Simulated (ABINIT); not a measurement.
Runs of ABINIT 10.8.3 (patched build) on Fe. It takes space group Im-3m (No. 229, cubic). Conventional cell: a = 2.886 Å, b = 2.886 Å, c = 2.886 Å, α = 90.00°, β = 90.00°, γ = 90.00°. Fe (site symmetry m-3m) has 8 Fe at 2.50 Å as nearest neighbours. 

```csv
level,potentials or basis,k mesh,cutoff (eV),fine-grid cutoff,mesh quality,gap on the mesh (eV),moment (μB)
LDA,JTH PAW LDA v2.0,17 × 17 × 17,463,925.187 eV,not flagged,none,2.24
r2SCAN,JTH PAW PBE v2.0,8 × 8 × 8,544,1088.46 eV,coarse,none,(a)
PBEsol,JTH PAW PBE v2.0,8 × 8 × 8,463,925.187 eV,coarse,none,2.36
PBEsol,JTH PAW PBE v2.0,17 × 17 × 17,463,925.187 eV,not flagged,none,2.28
```

Alike in all rows: task single point; spin collinear, ferromagnetic start; cell as given; smearing fermi-dirac 0.05 eV.

Problem. Fill in the values left out.

Solution. (a) 2.77.

Caveats: some runs use coarse meshes.

A gap of «none» marks a metal or a gap under the smearing width.

Runs at the PBE level aren't shown here.
